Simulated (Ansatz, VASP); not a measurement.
**ZnSe in VASP and in Ansatz**

INCAR

```
PREC = Accurate
ENCUT = 520
EDIFF = 1E-8
ISMEAR = -1
SIGMA = 0.03
LREAL = F
LASPH = T
NELM = 80
ALGO = Normal
ISIF = 2
LWAVE = F
LCHARG = F
LEFG = T
NBANDS = 16
```

Contents of KPOINTS:

```
Automatic mesh
0
Gamma
  8 8 8
```

File POSCAR:

```
ZnSe
1.0
    0.0000000000      2.8432146871      2.8432146871
    2.8432146871      0.0000000000      2.8432146871
    2.8432146871      2.8432146871      0.0000000000
Zn Se
1 1
Direct
    0.0000000000      0.0000000000      0.0000000000
    0.7500000000      0.7500000000      0.7500000000
```

Input for Ansatz:

```yaml
crystal:
  lattice:
    - [0.0, 2.8432146871, 2.8432146871]
    - [2.8432146871, 0.0, 2.8432146871]
    - [2.8432146871, 2.8432146871, 0.0]
  atoms:
    - { symbol: Zn, position: [0.0, 0.0, 0.0] }
    - { symbol: Se, position: [0.75, 0.75, 0.75] }
kpoints:
  mp_grid: { grid: [8, 8, 8] }
scf:
  occupations: { method: fermi_dirac, width: 0.03 }
hamiltonian:
  xc: lda
  pseudopotentials: { kind: all_electron, datasets: crystal }
output:
  forces: true
  stress: true
  eigenvalues: true
  efg: { contact_densities: true }
```

Change from the starting cell: volume scaled by 1.01, crystal datasets.

Alike in both runs: task electric field gradients; functional LDA; k mesh 8 × 8 × 8; occupations fermi-dirac, width 0.03 eV; no spin polarisation.

```csv
,VASP,Ansatz
version,VASP 6.6.1,Ansatz 0.2.0
potentials or method,"VASP PAW LDA potentials, release 64 (Zn, Se)","all-electron PAW with datasets made for the crystal, scalar-relativistic"
plane-wave cutoff (eV),520,see its input
```

```csv
,VASP,Ansatz,Ansatz less VASP
pressure (GPa),-3.6,-3.9,-0.27
Vzz of the field gradient on the site that differs most (V/Å²),0.0,0.0,0.00
```

Ansatz ran all-electron here, so the differences hold the error of VASP's frozen core and of both bases.
